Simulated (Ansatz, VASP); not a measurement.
One calculation of Ga, two programs

The input INCAR:

```
SYSTEM = Ga
PREC = Accurate
ENCUT = 520
EDIFF = 1E-6
ISMEAR = -1
SIGMA = 0.08
LREAL = .FALSE.
LASPH = .TRUE.
NELM = 80
ALGO = Normal
ISIF = 2
LWAVE = .FALSE.
LCHARG = .FALSE.
GGA = PS
NBANDS = 20
```

File KPOINTS:

```
regular mesh
0
G
  13 13 13
  0 0 0
```

POSCAR

```
Ga
1.0
    0.0000000000      2.5328341807      2.5328341807
    2.5328341807      0.0000000000      2.5328341807
    2.5328341807      2.5328341807      0.0000000000
Ga
2
Direct
   -0.1250000000     -0.1250000000     -0.1250000000
    0.1250000000      0.1250000000      0.1250000000
```

Input for Ansatz:

```yaml
crystal:
  lattice:
    - [0.0, 2.5328341807, 2.5328341807]
    - [2.5328341807, 0.0, 2.5328341807]
    - [2.5328341807, 2.5328341807, 0.0]
  atoms:
    - { symbol: Ga, position: [-0.125, -0.125, -0.125] }
    - { symbol: Ga, position: [0.125, 0.125, 0.125] }
kpoints:
  mp_grid: { grid: [13, 13, 13] }
scf:
  occupations: { method: fermi_dirac, width: 0.08 }
hamiltonian:
  xc: pbesol
  pseudopotentials: { kind: all_electron, lapw: { basis_error: 0.001 } }
output:
  forces: true
  stress: true
  eigenvalues: true
  populations: true
```

Change from the starting cell: volume scaled by 0.68, LAPW.

Alike in both runs: task single point; functional PBEsol; k mesh 13 × 13 × 13; occupations fermi-dirac, width 0.08 eV; no spin polarisation.

```csv
,VASP,Ansatz
version,VASP 6.6.1,Ansatz 0.2.0
potentials or method,"VASP PAW PBE potentials, release 64 (Ga_d)","all-electron LAPW, scalar-relativistic"
plane-wave cutoff (eV),520,see its input
```

Ansatz gave:

```
pressure (GPa) : 40.8
```

Which values does VASP return?

Pressure (GPa): 41.1.

Ansatz ran all-electron here, so the differences hold the error of VASP's frozen core and of both bases.

Caveats: so large a pressure means that the cell lies far from this level's equilibrium, or that cutoff or potentials fall short (VASP); the potentials were made for another functional, which shifts forces and pressure (VASP).
